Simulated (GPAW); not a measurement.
# Fe2 Ta5 Fe2 001: parallel and opposed starts, part 2 of 2

Wanted: the moments of Fe2 Ta5 Fe2 001 and the energy of each order that was tried.

GPAW 26.7.0; PBE; plane waves with GPAW's PAW setups, scalar-relativistic.

So far. Step 2 (Run 1 (ferro ++++)): After 52 cycles the largest moment stands at 2.71 μB.

**3. Order 2, typed as antiferro ++--**

Reversing part of the moments tests the sign of the couplings between them.

Contents of order2.py:

```python
import json
import numpy as np
from ase import Atoms
from ase.parallel import paropen, parprint
from gpaw import GPAW

atoms = Atoms(['Fe', 'Fe', 'Ta', 'Ta', 'Ta', 'Ta', 'Ta', 'Fe', 'Fe'],
    cell=[[3.303, 0.0, 0.0],
         [0.0, 3.303, 0.0],
         [0.0, 0.0, 23.494243]],
    scaled_positions=[[0.0, 0.0, 0.255382],
         [0.5, 0.5, 0.301418],
         [0.0, 0.0, 0.359549],
         [0.5, 0.5, 0.429775],
         [0.0, 0.0, 0.5],
         [0.5, 0.5, 0.570225],
         [0.0, 0.0, 0.640451],
         [0.5, 0.5, 0.698582],
         [0.0, 0.0, 0.744618]],
    pbc=True,
    magmoms=[2.6, 2.6, 0.0, 0.0, 0.0, 0.0, 0.0, -2.6, -2.6])
atoms.calc = GPAW(mode={'name': 'pw', 'ecut': 450},
    xc='PBE',
    kpts={'size': (20, 20, 1), 'gamma': True},
    occupations={'name': 'fermi-dirac', 'width': 0.05},
    convergence={'density': 1e-05, 'energy': 1e-05},
    maxiter=200,
    mixer={'name': 'pulay', 'beta': 0.03, 'nmaxold': 8, 'weight': 100},
    symmetry={'tolerance': 1e-4},
    txt='order2.txt')
e = atoms.get_potential_energy(force_consistent=True)
res = {'free_energy': e, 'energy_sigma0': atoms.get_potential_energy(), 'fermi_energy': atoms.calc.get_fermi_level()}
res['moments'] = atoms.get_magnetic_moments().tolist()
res['total'] = atoms.get_magnetic_moment()
parprint('site moments (muB):', np.round(res['moments'], 3))
parprint(f"total moment: {res['total']:.3f} muB")
parprint(f'free energy: {e:.6f} eV')
atoms.calc.write('order2.gpw')
with paropen('results.json', 'w') as f:
    json.dump(res, f)
```

Command:

```
$ OMP_NUM_THREADS=1 mpirun -n 4 gpaw python order2.py > order2.log
```

Numbers of over 12 decimals in the logs are rounded to 6 here.

The program printed:

```text
site moments (muB): [ 2.701  2.127 -0.287  0.036  0.    -0.036  0.287 -2.127 -2.701]
total moment: 0.000 muB
free energy: -81.740441 eV

--- order2.txt ---
Input parameters:
  mode=PW(ecut=450),
  convergence={'density': 1e-05, 'energy': 1e-05},
  kpts=MonkhorstPack(size=(20, 20, 1), gamma=True),
  maxiter=200,
  mixer=Pulay(name='pulay', nmaxold=8, beta=0.03, weight=100, sigma=0.015, g_ss=None),
  occupations=Occupations(name='fermi-dirac', width=0.05),
  symmetry=Symmetry(tolerance=0.0001),
  xc=XC(name='PBE')

Diagonalizing LCAO Hamiltonian
Converting LCAO to pw mode
   .-------.
  /|       |
 * |       |
 | |       |
 | |       |
 | |       |
 | |       |
 | |       |
 | |       |
 Fe|       |
 | |  Fe   |
 | |       |
 Ta|       |
 | |  Ta   |
 | |       |
 | |       |
 | |       |
 Ta|       |
 | |  Ta   |
 | |       |
 | |       |
 Ta|  Fe   |
 | |       |
 | |       |
 Fe|       |
 | |       |
 | |       |
 | |       |
 | |       |
 | .-------.
 |/       /
 *-------*

Atoms  # Å, Bohr magnetons
|   | symbol |        x |        y |         z |    initial magnetic moments |
|---|--------|----------|----------|-----------|-----------------------------|
| 0 |     Fe | 0.000000 | 0.000000 |  6.000007 | ( 0.0000,  0.0000,  2.6000) |
| 1 |     Fe | 1.651500 | 1.651500 |  7.081588 | ( 0.0000,  0.0000,  2.6000) |
| 2 |     Ta | 0.000000 | 0.000000 |  8.447332 | ( 0.0000,  0.0000,  0.0000) |
| 3 |     Ta | 1.651500 | 1.651500 | 10.097238 | ( 0.0000,  0.0000,  0.0000) |
| 4 |     Ta | 0.000000 | 0.000000 | 11.747122 | ( 0.0000,  0.0000,  0.0000) |
| 5 |     Ta | 1.651500 | 1.651500 | 13.397005 | ( 0.0000,  0.0000,  0.0000) |
| 6 |     Ta | 0.000000 | 0.000000 | 15.046911 | ( 0.0000,  0.0000,  0.0000) |
| 7 |     Fe | 1.651500 | 1.651500 | 16.412655 | ( 0.0000,  0.0000, -2.6000) |
| 8 |     Fe | 0.000000 | 0.000000 | 17.494236 | ( 0.0000,  0.0000, -2.6000) |

Unit cell  # Å
| periodic |        x |        y |         z |   lengths |    angles |
|----------|----------|----------|-----------|-----------|-----------|
|      yes | 3.303000 | 0.000000 |  0.000000 |  3.303000 | 90.000000 |
|      yes | 0.000000 | 3.303000 |  0.000000 |  3.303000 | 90.000000 |
|      yes | 0.000000 | 0.000000 | 23.494243 | 23.494243 | 90.000000 |

Number of symmetries: 8

BZ-sampling:
  Number of BZ points: 400
  Number of IBZ points: 66

  Monkhorst-Pack size: [20, 20, 1]
  Monkhorst-Pack shift: [0.025, 0.025, 0.0]

Plane wave coefficients: 5594
Cutoff: 450.000000 eV

Spin-components: 2 (collinear spins)
Bands:           63
Projectors:      54
Spin-degeneracy: 1
Datatype:        complex128

Parallelization:
  kpt:    4
  domain: 1
  band:   1

Density:
  Valence electrons: 97.0
  Components: 2
  Grid points: [ 18  18 120]
  Charge: 0.0  # |e|

Potential:
  Grid points: [ 18  18 120]

[... setups left out ...]
Reference energy: -2259340.025404  # eV

eigensolver:
  PPCG
  Converge bands: occupied
  niter=2

density mixing:
  Pulay-Mixer
  Linear mixing parameters: 0.03
  Old densities: 8
  Fourier metric: weight=100, sigma=0.015

occupation numbers:
  Fermi-Dirac:
    width: 0.0500  # eV

poisson solver:
  ecut: 3600.000000  # eV

xc functional:
  name: PBE with 2 nearest neighbor stencil

convergence criteria:
- Maximum integral of absolute [dens]ity change: 1e-05 electrons / valence electron
- Maximum [total energy] change in last 3 cyles: 1e-05 eV / valence electron
- Maximum integral of absolute [eigenst]ate change: 4e-08 eV^2 / valence electron
maximum number of iterations: 200

SCF iterations
|iter     |      energy | eigst |  dens |  magmom |
|---------|-------------|-------|-------|---------|
|iter:   1|       0s |  -84.061613 | +0.23 |       |  +0.0000|
|iter:   2|      24s |  -83.492717 | -1.40 | -1.00 |  +0.0000|
|iter:   3|      49s |  -82.922062 | -1.94 | -1.06 |  -0.0000|
|iter:   4|      74s |  -82.721291 | -2.66 | -1.11 |  +0.0000|
|iter:   5|      99s |  -81.567920 | -0.78 | -1.13 |  -0.0000|
|iter:   6|     124s |  -81.553475 | -2.09 | -1.33 |  +0.0000|
|iter:   7|     149s |  -81.519454 | -1.53 | -1.33 |  -0.0000|
|iter:   8|     173s |  -81.591290 | -2.32 | -1.53 |  +0.0000|
|iter:   9|     198s |  -81.520399 | -2.08 | -1.52 |  -0.0000|
|iter:  10|     223s |  -81.545915 | -3.30 | -1.63 |  +0.0000|
[... 37 iterations left out ...]
|iter:  48|    1137s |  -81.704388c| -7.37 | -4.24 |  +0.0000|
|iter:  49|    1149s |  -81.704388c| -8.13c| -4.39 |  +0.0000|
|iter:  50|    1161s |  -81.704387c| -8.21c| -4.39 |  +0.0000|
|iter:  51|    1173s |  -81.704386c| -7.91c| -4.46 |  +0.0000|
|iter:  52|    1185s |  -81.704386c| -8.11c| -4.58 |  -0.0000|
|iter:  53|    1197s |  -81.704387c| -8.17c| -4.63 |  +0.0000|
|iter:  54|    1209s |  -81.704387c| -7.73c| -4.68 |  +0.0000|
|iter:  55|    1221s |  -81.704387c| -7.85c| -4.76 |  +0.0000|
|iter:  56|    1233s |  -81.704387c| -8.01c| -4.90 |  +0.0000|
|iter:  57|    1245s |  -81.704387c| -8.33c| -5.06c|  +0.0000|

Converged in 57 steps
Energy contributions relative to reference atoms: (reference = -2259340.025404)

Energy contributions:
  Kinetic:          72.840017
  Coulomb:         -71.097370
  Zero:             -0.775229
  External:          0.000000
  Xc:              -82.635751
  Entropy:          -0.072107
  Spinorbit:         0.000000
  ----------------------------
  Free energy:     -81.740441
  Extrapolated:    -81.704387

dipole moment: (-51.627811, -51.627811, -0.000542)  # |e|*Ang

Total magnetic moment: (0.000000, 0.000000, 0.000000)

Local magnetic moments
|        x |        y |         z |
|----------|----------|-----------|
| 0.000000 | 0.000000 |  2.701406 |  # Fe   0
| 0.000000 | 0.000000 |  2.127294 |  # Fe   1
| 0.000000 | 0.000000 | -0.287185 |  # Ta   2
| 0.000000 | 0.000000 |  0.036440 |  # Ta   3
| 0.000000 | 0.000000 |  0.000000 |  # Ta   4
| 0.000000 | 0.000000 | -0.036441 |  # Ta   5
| 0.000000 | 0.000000 |  0.287185 |  # Ta   6
| 0.000000 | 0.000000 | -2.127294 |  # Fe   7
| 0.000000 | 0.000000 | -2.701406 |  # Fe   8

Fermi level: 4.295
Eigenvalues  # (at kpt = [-0.000, -0.000, 0.000])
| band index |      eig [eV] | occ [0-1] |      eig [eV] | occ [0-1] |
|------------|---------------|-----------|---------------|-----------|
|          0 |       -63.029 |     1.000 |       -63.029 |     1.000 |
|        ... |               |           |               |           |
|         39 |         2.876 |     1.000 |         2.876 |     1.000 |
|         40 |         3.418 |     1.000 |         3.418 |     1.000 |
|         41 |         3.516 |     1.000 |         3.516 |     1.000 |
|         42 |         3.961 |     0.999 |         3.961 |     0.999 |
|         43 |         4.088 |     0.984 |         4.088 |     0.984 |
|         44 |         4.088 |     0.984 |         4.088 |     0.984 |
|         45 |         4.268 |     0.630 |         4.268 |     0.630 |
|         46 |         4.268 |     0.630 |         4.268 |     0.630 |
|         47 |         4.420 |     0.075 |         4.420 |     0.075 |
|         48 |         4.983 |     0.000 |         4.983 |     0.000 |
|         49 |         4.983 |     0.000 |         4.983 |     0.000 |
|         50 |         5.230 |     0.000 |         5.230 |     0.000 |
|         51 |         5.230 |     0.000 |         5.230 |     0.000 |
|         52 |         5.236 |     0.000 |         5.236 |     0.000 |
|         53 |         5.256 |     0.000 |         5.256 |     0.000 |
|         54 |         5.517 |     0.000 |         5.517 |     0.000 |
|        ... |               |           |               |           |
|         62 |         7.209 |     0.000 |         7.209 |     0.000 |

No gap
No difference between direct/indirect transitions
```

Run time: 21 min. Hardware: 4 MPI ranks of Arm Neoverse V1, shared host; peak memory 1.8 GiB; 86 min of CPU time.

Spin moment in the augmentation sphere by atom:

```
atom  spin moment in the augmentation sphere (μB)
 Fe1                                         2.70
 Fe2                                         2.13
 Ta3                                        -0.29
 Ta4                                         0.04
 Ta5                                         0.00
 Ta6                                        -0.04
 Ta7                                         0.29
 Fe8                                        -2.13
 Fe9                                        -2.70
```

This step gave:

* magnetization: 0 μB
* final state: antiferromagnetic

It lies 0.221 meV a seeded atom over the first start, and its largest moment is 2.70 μB against 2.71 μB.

**4. Ranking**

These are free energies at a smearing of 0.05 eV, so its entropy term is in the differences. They are divided by the number of seeded atoms, so that cells of unlike size compare.

Orders:

```csv
start,final state,typed order kept,energy over the lowest (meV a seeded atom),largest site moment (μB),net moment (μB a primitive cell),mesh matched,CPU time (s)
ferro ++++,ferromagnetic,yes,0,2.708,9.215,yes,5064
antiferro ++--,antiferromagnetic,yes,0.2213,2.701,0,yes,5145
```

**5. What came out**

| Quantity | Value |
| --- | --- |
| lowest state found | ferromagnetic (typed ferro ++++) |
| largest site moment | 2.71 μB |
| next state | antiferromagnetic, 0.221 meV a seeded atom higher |

In words: The lowest state found is ferromagnetic, reached from the start ferro ++++, with moments up to 2.71 μB. The two lowest states lie so close that the mesh, the functional or spin–orbit coupling could swap them. This is the lowest of 2 finished starts, no proof of the ground state.

[Logs and program files are shortened in this print: banners, set-up blocks, solver, clock and traceback lines can be left out without a mark of their own.]

[Logs are printed without paths, hosts, clocks, repeated set-up lines and the standing remarks that a program may print on its own settings, such as how far it seeks lower states.]

[Hosts, paths, dates, database ids (printed as entryN), source tags and the programs' standing remarks are cut or masked in the printed files.]

[Where a cell is said to come from a database of computed structures, the database is the Materials Project.]
